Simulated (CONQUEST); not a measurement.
Bi:

```
CELL_PARAMETERS angstrom
3.96286 0.00000 0.00000
0.00000 3.96286 0.00000
0.00000 0.00000 3.96286
ATOMIC_POSITIONS crystal
Bi 0.00000 0.00000 0.00000
Bi 0.50000 0.50000 0.50000
```

```yaml
Program: CONQUEST 1.3
Task: single point
Functional: PBE
Potentials_or_basis: PseudoDojo NC PBE, DZP, grid cutoff 120 Ha
k_mesh: 7 × 7 × 7
Occupations: fermi-dirac, width 0.05 eV
Spin: no spin polarisation
```

On this cell: pressure 2.3 GPa; largest force zero by symmetry; band gap on the k mesh none (metal or under the smearing width).

The same run follows on a disturbed copy (atoms of the box moved at random, drawn with an rms of 0.05 Å):

```xyz
2
Lattice="3.9629 0.0000 0.0000 0.0000 3.9629 0.0000 0.0000 0.0000 3.9629" Properties=species:S:1:pos:R:3 pbc="T T T"
Bi    0.0097    0.0368    0.0562
Bi    1.9234    1.9619    1.9716
```

What does the disturbed cell give?

The energy (extrapolated to zero smearing) moves by +0.8 meV/atom; pressure 2.5 GPa; largest force 0.057 eV/Å; band gap on the k mesh none (metal or under the smearing width).

Forces in eV/Å, atoms in the order of the input:
```
Bi  -0.031 -0.030 -0.034
Bi   0.036  0.028  0.035
```

Stress tensor (GPa, compression positive):
```
2.47 0.07 0.12
0.07 2.46 0.09
0.12 0.09 2.48
```

Caveats: spin-orbit coupling is left out, which moves the levels of the heavy elements; the basis of atomic orbitals isn't converged, which shifts pressures, moduli and gaps; the box holds several primitive cells, so bands are folded and the points are those of the box's own zone (some runs).
